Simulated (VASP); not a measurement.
The system is Al2O3 (Corundum).

```
Al O
1.0
     2.38025    1.37424    4.33187
    -2.38025    1.37424    4.33187
     0.00000   -2.74848    4.33187
Al O
4 6
Direct
  0.35216 0.35216 0.35216
  0.14784 0.14784 0.14784
  0.64784 0.64784 0.64784
  0.85216 0.85216 0.85216
  0.55668 0.94332 0.25000
  0.25000 0.55668 0.94332
  0.94332 0.25000 0.55668
  0.44332 0.05668 0.75000
  0.75000 0.44332 0.05668
  0.05668 0.75000 0.44332
```

```yaml
Program: VASP 6.6.1
Task: relaxation of cell and atoms
Functional: LDA
Potentials_or_basis: VASP PAW LDA potentials, release 64 (Al, O)
Cutoff: 600 eV
k_mesh: 7 × 7 × 7
Occupations: gaussian, width 0.03 eV
Spin: no spin polarisation
```

At the start: pressure -4.9 GPa; volume 8.50 Å³/atom.

Q: Where does the relaxation end?

A: Over 6 steps the energy falls by 2.8 meV/atom and the volume is 8.33 Å³/atom (-2.0 %); space group R-3c (No. 167, to 0.05 Å).

The path:
```tsv
step	energy change (eV)	largest force (eV/Å)	pressure (GPa)	volume (Å³)
1	0.0000	0.1259	-4.93	85.02
2	-0.0035	0.0671	5.04	81.84
3	-0.0274	0.0312	0.05	83.36
4	-0.0274	0.0291	0.16	83.32
5	-0.0276	0.0129	0.07	83.35
6	-0.0276	0.0064	0.09	83.35
```

Final structure:
```
CELL_PARAMETERS angstrom
2.36587 1.36594 4.29842
-2.36587 1.36594 4.29842
0.00000 -2.73187 4.29842
ATOMIC_POSITIONS crystal
Al 0.35196 0.35196 0.35196
Al 0.14804 0.14804 0.14804
Al 0.64804 0.64804 0.64804
Al 0.85196 0.85196 0.85196
O 0.55576 0.94424 0.25000
O 0.25000 0.55576 0.94424
O 0.94424 0.25000 0.55576
O 0.44424 0.05576 0.75000
O 0.75000 0.44424 0.05576
O 0.05576 0.75000 0.44424
```
